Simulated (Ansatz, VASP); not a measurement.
# One calculation of KI, two programs

```
K I
1.0
     0.00000    3.54457    3.54457
     3.54457    0.00000    3.54457
     3.54457    3.54457    0.00000
K I
1 1
Direct
  0.00000 0.00000 0.00000
  0.50000 0.50000 0.50000
```

Alike in both runs: task single point; functional PBE; k mesh 6 × 6 × 6; occupations fermi-dirac, width 0.02 eV; no spin polarisation.

|  | VASP | Ansatz |
| --- | --- | --- |
| version | VASP 6.6.1 | Ansatz 0.2.0 |
| potentials or method | VASP PAW PBE potentials, release 64 (K_sv, I) | plane waves, PAW |
| plane-wave cutoff (eV) | 520 | 420 |
| valence electrons in the cell | 16 | 26 |

|  | VASP | Ansatz | Ansatz less VASP |
| --- | --- | --- | --- |
| gap on the k mesh at the Fermi level (eV) | 3.94 | 3.94 | +0.004 |
| pressure (GPa) | 0.5 | 0.5 | -0.03 |

The two sets of potentials don't hold the same shells in valence.

Caveats: spin-orbit coupling is left out, which moves the levels of the heavy elements.
